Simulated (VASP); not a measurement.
A run of VASP 6.6.1 is set up as follows.

Contents of INCAR:

```
SYSTEM = Cu2O
PREC     = Accurate       ! precision mode
ENCUT    = 520            ! plane-wave cutoff, eV
EDIFF    = 1E-6           ! SCF threshold, eV
ISMEAR   = 0              ! smearing method
SIGMA    = 0.012          ! smearing width, eV
LREAL    = .False.        ! projectors in reciprocal space
LASPH    = .True.         ! aspherical terms in the spheres
NELM     = 100            ! most SCF steps
ALGO     = Normal         ! electronic algorithm
ISIF     = 2              ! what is computed and relaxed
LWAVE    = .False.        ! write WAVECAR
LCHARG   = .True.         ! write CHGCAR
GGA      = PE             ! functional
LELF     = .True.         ! ELF
LVHAR    = .True.
```

Contents of KPOINTS:

```
regular mesh
0
Gamma
  6 6 6
  0 0 0
```

The input POSCAR:

```
Cu2O
1.0
    4.2600000000      0.0000000000      0.0000000000
    0.0000000000      4.2600000000      0.0000000000
    0.0000000000      0.0000000000      4.2600000000
Cu O
4 2
Direct
    0.7500000000      0.2500000000      0.7500000000
    0.7500000000      0.7500000000      0.2500000000
    0.2500000000      0.7500000000      0.7500000000
    0.2500000000      0.2500000000      0.2500000000
    0.5000000000      0.5000000000      0.5000000000
    0.0000000000      0.0000000000      0.0000000000
```

Potentials or basis: VASP PAW PBE potentials, release 64 (Cu, O).

The run is started by

```console
$ cat potpaw_PBE.64/Cu/POTCAR potpaw_PBE.64/O/POTCAR > POTCAR
$ mpirun -np 1 vasp_std > vasp.out
```

(1) Predict the band gap on the k mesh.

(2) What does it give for the pressure?

Results:

(1) 0.54 eV, direct.

(2) 4.0 GPa.

**Measured values to compare with.**

From “Importance of surface oxygen vacancies for ultrafast hot carrier relaxation and transport in Cu2O”, 2021, arxiv:2103.03167, for a bulk crystal of Cu2O: band gap 2.17 eV (direct).

Measured gap of Cu2O: 2.17 eV (direct; quoted in “Importance of surface oxygen vacancies for ultrafast hot carrier relaxation and transport in Cu2O”, 2021, arxiv:2103.03167). This calculation gives 0.54 eV (-1.63 eV). So large a miss can be the level of theory's own, or it may mean another phase, state or a wrong row. The value is that of PBE on a finite k mesh, which can miss the band edges, without temperature or zero-point motion. Semilocal functionals fall short of measured gaps as a rule.
